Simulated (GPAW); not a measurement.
BeTe, 2 atoms in the cell. It takes space group F-43m (No. 216, cubic). Conventional cell: a = 5.540 Å, b = 5.540 Å, c = 5.540 Å, α = 90.00°, β = 90.00°, γ = 90.00°. Te (site symmetry -43m) has 4 Be at 2.40 Å as nearest neighbours. Be (site symmetry -43m) has 4 Te at 2.40 Å as nearest neighbours. 

| Item | Value |
| --- | --- |
| Program | GPAW 26.7.0 |
| Task | energy-loss spectrum |
| Functional | LDA |
| Potentials or basis | the program's PAW data sets (release 1.2.1) made for this functional, other valence |
| Cutoff | 600 eV |
| Basis | pw |
| k mesh | 7 × 7 × 7 |
| Occupations | fermi-dirac, width 0.001 eV |
| Spin | no spin polarisation |
| Kernel | RPA |
| Eta | 0.2 eV |
| Response ecut | 50 eV |
| Domega0 | 0.1 eV |
| Maxiter | 150 |
| Response k mesh | 13 × 13 × 13 |
| Omega2 | 10 eV |
| Response bands | 65 |
| Q points | [[0.0769230769, 0.0, 0.0], [0.3846153846, 0.0, 0.0]] |
| Data set | Te 16 |

Potentials or basis: the program's PAW data sets (release 1.2.1) made for this functional, other valence, pw.

Run with:

```sh
$ OMP_NUM_THREADS=1 python run.py
```

Hardware: 1 thread of Arm Neoverse V2 (shared host).

Q: Estimate the wall time of this run.

A: It took 6 min on 1 thread of Arm Neoverse V2 (shared host), peak memory 0.42 GiB. Counts: scf iterations 30, plane waves 1430, bands 16, k points 20.
